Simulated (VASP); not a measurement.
# CsBr (Pm-3m) in VASP: further runs

The runs below take CsBr through single point, relaxation of cell and atoms, with PBE.

Everything below comes from runs of VASP 6.6.1. Logs are shortened: lines on timing, memory, paths and dates and some standing lists are left out, and cuts for length are marked.

## (1) The crystal as given

It takes space group Pm-3m (No. 221, cubic). The conventional cell has a = 4.387 Å, b = 4.387 Å, c = 4.387 Å, α = 90.00°, β = 90.00°, γ = 90.00°. Around Cs (site symmetry m-3m) lie 8 Br at 3.80 Å. Br (site symmetry m-3m) is surrounded by 8 Cs at 3.80 Å.

The cell comes from a database or a generator and needn't be the stable form of this composition.

## (2) Single point, PBE

Contents of INCAR:

```
ALGO = Normal
EDIFF = 1E-6
ENCUT = 520
GGA = PE
ISIF = 2
ISMEAR = 0
LASPH = T
LCHARG = T
LELF = T
LREAL = F
LVHAR = T
LWAVE = F
NBANDS = 15
NELM = 100
PREC = Accurate
SIGMA = 0.02
```

Contents of KPOINTS:

```
k-points
0
Gamma
  6 6 6
```

Contents of POSCAR:

```
CsBr
1.0
    4.3865068656      0.0000000000      0.0000000000
    0.0000000000      4.3865068656      0.0000000000
    0.0000000000      0.0000000000      4.3865068656
Cs Br
1 1
Direct
    0.0000000000      0.0000000000      0.0000000000
    0.5000000000      0.5000000000      0.5000000000
```

Potentials or basis: VASP PAW PBE potentials, release 64 (Cs_sv, Br).

The run is started by

```console
cat potpaw_PBE.64/Cs_sv/POTCAR potpaw_PBE.64/Br/POTCAR > POTCAR
mpirun -np 1 vasp_std > vasp.out
```

OUTCAR:

```text
EDIFF = 1E-6
   ENCUT = 520
   GGA = PE
   ISIF = 2
   ISMEAR = 0
   LASPH = T
   LREAL = F
   NELM = 100
   PREC = Accurate

 ion  position               nearest neighbor table
   1  0.000  0.000  0.000-
   2  0.500  0.500  0.500-

  LATTYP: Found a simple cubic cell.
 ALAT       =     4.3865068656

  Lattice vectors:

 A1 = (   4.3865068656,   0.0000000000,   0.0000000000)
 A2 = (   0.0000000000,   4.3865068656,   0.0000000000)
 A3 = (   0.0000000000,   0.0000000000,   4.3865068656)

Analysis of symmetry for initial positions (statically):
=====================================================================
 Subroutine PRICEL returns:
 Original cell was already a primitive cell.

 Routine SETGRP: Setting up the symmetry group for a
 simple cubic supercell.

 Subroutine GETGRP returns: Found 48 space group operations
 (whereof 48 operations were pure point group operations)
 out of a pool of 48 trial point group operations.

The static configuration has the point symmetry O_h .

Analysis of symmetry for dynamics (positions and initial velocities):
=====================================================================
 Subroutine PRICEL returns:
 Original cell was already a primitive cell.

 Routine SETGRP: Setting up the symmetry group for a
 simple cubic supercell.

 Subroutine GETGRP returns: Found 48 space group operations
 (whereof 48 operations were pure point group operations)
 out of a pool of 48 trial point group operations.

The dynamic configuration has the point symmetry O_h .

 Subroutine INISYM returns: Found 48 space group operations
 (whereof 48 operations are pure point group operations),
 and found     1 'primitive' translations

----------------------------------------------------------------------------------------

                                     Primitive cell

  volume of cell :      84.4027

  direct lattice vectors                    reciprocal lattice vectors
     4.386506866  0.000000000  0.000000000     0.227971831  0.000000000  0.000000000
     0.000000000  4.386506866  0.000000000     0.000000000  0.227971831  0.000000000
     0.000000000  0.000000000  4.386506866     0.000000000  0.000000000  0.227971831

  length of vectors
     4.386506866  4.386506866  4.386506866     0.227971831  0.227971831  0.227971831

  position of ions in fractional coordinates (direct lattice)
     0.000000000  0.000000000  0.000000000
     0.500000000  0.500000000  0.500000000

  ion indices of the primitive-cell ions
   primitive index   ion index
                 1           1
                 2           2

----------------------------------------------------------------------------------------

 KPOINTS: k-points

Automatic generation of k-mesh.
 Grid dimensions read from file:
 generate k-points for:    6    6    6

 Generating k-lattice:

  Cartesian coordinates                     Fractional coordinates (reciprocal lattice)
     0.037995305  0.000000000  0.000000000     0.166666667  0.000000000  0.000000000
     0.000000000  0.037995305  0.000000000     0.000000000  0.166666667  0.000000000
     0.000000000  0.000000000  0.037995305     0.000000000  0.000000000  0.166666667

  Length of vectors
     0.037995305  0.037995305  0.037995305

  Shift w.r.t. Gamma in fractional coordinates (k-lattice)
     0.000000000  0.000000000  0.000000000

 Subroutine IBZKPT returns following result:
 ===========================================

 Found     20 irreducible k-points:

 Following reciprocal coordinates:
            Coordinates               Weight
  0.000000  0.000000  0.000000      1.000000
  0.166667  0.000000  0.000000      6.000000
  0.333333  0.000000  0.000000      6.000000
  0.500000  0.000000  0.000000      3.000000
  0.166667  0.166667  0.000000     12.000000
  0.333333  0.166667  0.000000     24.000000
[... 12 lines left out ...]
  0.500000  0.500000  0.333333      6.000000
  0.500000  0.500000  0.500000      1.000000
   k-points           NKPTS =     20   k-points in BZ     NKDIM =     20   number of bands    NBANDS=     15
   number of dos      NEDOS =    301   number of ions     NIONS =      2
   total plane-waves  NPLWV =  46656
   dimension x,y,z NGX =    36 NGY =   36 NGZ =   36
   dimension x,y,z NGXF=    72 NGYF=   72 NGZF=   72
   ions per type =               1   1
   NGX,Y,Z   is equivalent  to a cutoff of  13.64, 13.64, 13.64 a.u.
   NGXF,Y,Z  is equivalent  to a cutoff of  27.29, 27.29, 27.29 a.u.
 SYSTEM =  unknown system
   PREC   = accura    normal or accurate (medium, high low for compatibility)
   ISTART =      0    job   : 0-new  1-cont  2-samecut
   ICHARG =      2    charge: 1-file 2-atom 10-const
   ISPIN  =      1    spin polarized calculation?
   LNONCOLLINEAR =      F non collinear calculations
   LSORBIT =      F    spin-orbit coupling
   LASPH  =      T    aspherical Exc in radial PAW
   ENCUT  =  520.0 eV  38.22 Ry    6.18 a.u.   8.16  8.16  8.16*2*pi/ulx,y,z
   NELM   =    100;   NELMIN=  2; NELMDL= -5     # of ELM steps
   EDIFF  = 0.1E-05   stopping-criterion for ELM
   LREAL  =      F    real-space projection
   EDIFFG = 0.1E-04   stopping-criterion for IOM
   NSW    =      0    number of steps for IOM
   IBRION =     -1    ionic relax: 0-MD 1-quasi-New 2-CG
   NFREE  =      0    steps in history (QN), initial steepest desc. (CG)
   ISIF   =      2    stress and relaxation
   ISYM   =      2    0-nonsym 1-usesym 2-fastsym
   POTIM  = 0.5000    time-step for ionic-motion
   TEBEG  =    0.0;   TEEND  =   0.0 temperature during run
   PSTRESS=    0.0 pullay stress
   NELECT =      16.0000    total number of electrons
   NUPDOWN=      -1.0000    fix difference up-down
   EMIN   =  10.00;   EMAX   =-10.00  energy-range for DOS
   EFERMI =   0.00;   METHOD = LEGACY
   ISMEAR =     0;   SIGMA  =   0.02  broadening in eV -4-tet -1-fermi 0-gaus
   EFERMI_NEDOS =   21; number of points for ismear=-14 and -15
   IALGO  =     38    algorithm
   IMIX   =      4    mixing-type and parameters
     AMIX     =   0.40;   BMIX     =  1.00
     AMIX_MAG =   1.60;   BMIX_MAG =  1.00
  volume/ion in A,a.u.               =      42.20       284.79
  Fermi-wavevector in a.u.,A,eV,Ry     =   0.940436  1.777167 12.033268  0.884420
  Thomas-Fermi vector in A             =   2.067848
   LORBIT       =      0    0 simple, 1 ext, 2 COOP (PROOUT), +10 PAW based schemes
   GGA     = PE    functional components
   LHFCALC =     F    Hartree Fock is set to
   AEXX    =    0.0000 exact exchange contribution
   IVDW    =     0    specifies the selected vdW correction
   LEPSILON=     F    determine dielectric tensor
   LRPA    =     F    only Hartree local field effects (RPA)
 non-spin polarized calculation
 Gauss-broadening in eV      SIGMA  =   0.02
  energy-cutoff  :      520.00
  volume of cell :       84.40
 maximum number of plane-waves:      2301
 NGX is ok and might be reduce to    36
   NGX = 17   NGY = 17   NGZ = 17

 number of electron      16.0000003 magnetization

 Free energy of the ion-electron system (eV)
  ---------------------------------------------------
  ext. energy  EPLUGINS =         0.00000000
  ---------------------------------------------------
  free energy    TOTEN  =        -6.02425389 eV

  energy without entropy =       -6.02425389  energy(sigma->0) =       -6.02425389

 E-fermi :  -0.4375     XC(G=0):  -7.7691

 val. band max:       -0.6184839578   @ k =   0.5000   0.5000   0.0000
 cond. band min:       3.6321567025   @ k =   0.0000   0.0000   0.0000
 fundamental gap:      4.2506406603
 Fermi energy:        -0.4374928856

 k-point     1 :       0.0000    0.0000    0.0000
  band No.  band energies     occupation
      1     -20.5127      2.00000
      2     -12.9135      2.00000
      3      -7.1326      2.00000
      4      -7.1326      2.00000
      5      -7.1326      2.00000
      6      -0.6415      2.00000
      7      -0.6415      2.00000
      8      -0.6415      2.00000
      9       3.6322      0.00000
     10       4.3461      0.00000
     11       4.3461      0.00000
     12       8.2703      0.00000
     13       8.2703      0.00000
     14       8.2703      0.00000
     15      11.1979      0.00000

 k-point     2 :       0.1667    0.0000    0.0000
  band No.  band energies     occupation
      1     -20.5029      2.00000
      2     -12.9140      2.00000
      3      -7.2234      2.00000
      4      -7.1127      2.00000
      5      -7.1127      2.00000
      6      -1.0035      2.00000
      7      -0.6800      2.00000
      8      -0.6800      2.00000
      9       4.2366      0.00000
     10       4.5119      0.00000
     11       4.8911      0.00000
     12       8.1262      0.00000
     13       8.1262      0.00000
     14       8.3983      0.00000
     15       9.9261      0.00000

 k-point     3 :       0.3333    0.0000    0.0000
  band No.  band energies     occupation
      1     -20.4831      2.00000
      2     -12.9161      2.00000
      3      -7.3909      2.00000
      4      -7.0721      2.00000
      5      -7.0721      2.00000
      6      -1.5756      2.00000
      7      -0.7595      2.00000
      8      -0.7595      2.00000
      9       4.9461      0.00000
     10       5.5081      0.00000
     11       6.1057      0.00000
     12       7.9842      0.00000
     13       7.9842      0.00000
     14       8.4030      0.00000
     15       8.7083      0.00000

 k-point     4 :       0.5000    0.0000    0.0000
  band No.  band energies     occupation
      1     -20.4732      2.00000
      2     -12.9176      2.00000
      3      -7.4684      2.00000
      4      -7.0514      2.00000
      5      -7.0514      2.00000
      6      -1.8164      2.00000
      7      -0.8005      2.00000
      8      -0.8005      2.00000
      9       5.2719      0.00000
     10       6.3428      0.00000
     11       6.7558      0.00000
     12       7.6964      0.00000
     13       7.9847      0.00000
     14       7.9847      0.00000
     15       8.9069      0.00000
[... 235 lines left out ...]
 k-point    18 :       0.5000    0.3333    0.3333
  band No.  band energies     occupation
      1     -20.4224      2.00000
      2     -12.7964      2.00000
      3      -7.5245      2.00000
      4      -7.4114      2.00000
      5      -7.3725      2.00000
      6      -1.4794      2.00000
      7      -1.4643      2.00000
      8      -1.2360      2.00000
      9       6.1980      0.00000
     10       6.4049      0.00000
     11       7.0618      0.00000
     12       7.2591      0.00000
     13       7.8436      0.00000
     14       8.6258      0.00000
     15      10.4119      0.00000

 k-point    19 :       0.5000    0.5000    0.3333
  band No.  band energies     occupation
      1     -20.4140      2.00000
      2     -12.7786      2.00000
      3      -7.5083      2.00000
      4      -7.5083      2.00000
      5      -7.3606      2.00000
      6      -1.5377      2.00000
      7      -1.5377      2.00000
      8      -1.4360      2.00000
      9       6.6886      0.00000
     10       6.8059      0.00000
     11       6.9915      0.00000
     12       6.9915      0.00000
     13       8.8011      0.00000
     14       8.8011      0.00000
     15      10.2224      0.00000

 k-point    20 :       0.5000    0.5000    0.5000
  band No.  band energies     occupation
      1     -20.4057      2.00000
      2     -12.7629      2.00000
      3      -7.4722      2.00000
      4      -7.4722      2.00000
      5      -7.4722      2.00000
      6      -1.6535      2.00000
      7      -1.6535      2.00000
      8      -1.6535      2.00000
      9       7.3767      0.00000
     10       7.3767      0.00000
     11       7.3767      0.00000
     12       8.2130      0.00000
     13       8.2130      0.00000
     14       8.2130      0.00000
     15      10.2682      0.00000

------------------------ aborting loop because EDIFF is reached ----------------------------------------

  FORCE on cell =-STRESS in cart. coord.  units (eV):
  Direction    XX          YY          ZZ          XY          YZ          ZX
  --------------------------------------------------------------------------------------
  -------------------------------------------------------------------------------------
  Total        0.0352290      0.0352290      0.0352290     -0.0000000      0.0000000      0.0000000
  in kB        0.6687350      0.6687350      0.6687350     -0.0000000      0.0000000      0.0000000
  external PRESSURE =       0.6687350 kB  Pullay stress =       0.0000000 kB

 VOLUME and BASIS-vectors are now :
 -----------------------------------------------------------------------------
  energy-cutoff  :      520.00
  volume of cell :       84.40
      direct lattice vectors                 reciprocal lattice vectors
     4.386506866  0.000000000  0.000000000     0.227971831  0.000000000  0.000000000
     0.000000000  4.386506866  0.000000000     0.000000000  0.227971831  0.000000000
     0.000000000  0.000000000  4.386506866     0.000000000  0.000000000  0.227971831

 POSITION                                       TOTAL-FORCE (eV/Angst)
 -----------------------------------------------------------------------------------
      0.00000      0.00000      0.00000         0.000000      0.000000      0.000000
      2.19325      2.19325      2.19325         0.000000      0.000000      0.000000
 -----------------------------------------------------------------------------------
    total drift:                                0.000000      0.000000      0.000000

  FREE ENERGIE OF THE ION-ELECTRON SYSTEM (eV)
  ---------------------------------------------------
  free  energy   TOTEN  =        -6.0242538933 eV

  energy  without entropy=       -6.0242538933  energy(sigma->0) =       -6.02425389
```

Run time: 9.9 s. Hardware: 1 thread of Intel Xeon 6975P-C (Granite Rapids), shared host; peak memory 0.21 GiB.

What came out:

- Free energy: -6.0243 eV
- Pressure: 0.1 GPa
- Band gap on the k mesh: 4.25 eV, indirect (least direct gap 4.27 eV)

Caveat: spin-orbit coupling is left out, which moves the levels of the heavy elements. A hybrid or GW would open this gap; PBE tends to underestimate it.

[end of part 1 of 2]
